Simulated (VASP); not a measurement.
## CdTe: relaxation of the atoms with PBE+D3(BJ)

**The experiment to reproduce.**

A printed reference work, data compilation reports, for a bulk crystal of CdTe at 0 K: band gap 1.607 eV.

The system is CdTe.

```
Cd Te
1.0
     0.00000    3.26076    3.26076
     3.26076    0.00000    3.26076
     3.26076    3.26076    0.00000
Cd Te
1 1
Cartesian
  0.0000 0.0000 0.0000
  1.6304 1.6304 1.6304
```

```
Program                : VASP 6.6.1
Task                   : relaxation of the atoms
Functional             : PBE
Dispersion             : D3(BJ)
Potentials or basis    : VASP PAW PBE potentials, release 64 (Cd, Te)
Cutoff                 : 600 eV
k mesh                 : 8 × 8 × 8
Occupations            : gaussian, width 0.03 eV
Spin                   : no spin polarisation
Further INCAR settings : ALGO = Fast; EDIFF = 1e-07; IBRION = 2; EDIFFG = -0.01; NSW = 40
```

```yaml
Pressure_after_relaxing: 0.0 GPa
Band_gap_on_the_k_mesh: 0.71 eV, direct
Dispersion_energy_per_atom: -0.334 eV
```

Final structure:
```cif
data_structure
_symmetry_space_group_name_H-M 'P 1'
_symmetry_Int_Tables_number 1
_cell_length_a 4.6114
_cell_length_b 4.6114
_cell_length_c 4.6114
_cell_angle_alpha 60.000
_cell_angle_beta 60.000
_cell_angle_gamma 60.000
_cell_volume 69.34
loop_
_atom_site_label
_atom_site_type_symbol
_atom_site_fract_x
_atom_site_fract_y
_atom_site_fract_z
_atom_site_occupancy
Cd1 Cd 0.00000 0.00000 0.00000 1
Te1 Te 0.25000 0.25000 0.25000 1
```

Levels at points of the mesh, in eV from the valence-band top:
| k point | band 5 | band 6 | band 7 | band 8 | band 9 | band 10 | band 11 | band 12 | band 13 |
| --- | --- | --- | --- | --- | --- | --- | --- | --- | --- |
| (0.00, 0.00, 0.00) | -7.98 | -7.98 | 0.00 | 0.00 | 0.00 | 0.71 | 4.61 | 4.61 | 4.61 |
| (0.50, 0.00, 0.00) | -7.97 | -7.64 | -4.32 | -0.75 | -0.75 | 1.80 | 5.20 | 5.20 | 7.07 |
| (0.50, 0.50, 0.00) | -7.95 | -7.51 | -4.22 | -1.80 | -1.80 | 2.65 | 2.67 | 8.74 | 9.04 |

Run time: 17 s on 1 thread of Intel(R) Xeon(R) 6975P-C (Granite Rapids), on a shared host, peak memory 0.26 GiB.

Against the measured gap of CdTe, 1.607 eV (0 K; a printed reference work, data compilation), the calculated 0.71 eV is off by -0.89 eV. Spin-orbit coupling on Cd, Te is left out. The value is that of PBE+D3(BJ), without temperature or zero-point motion. Semilocal functionals fall short of measured gaps as a rule.

Caveat: the relaxation stopped at its first step, so nothing moved; spin-orbit coupling is left out, which moves the levels of the heavy elements.
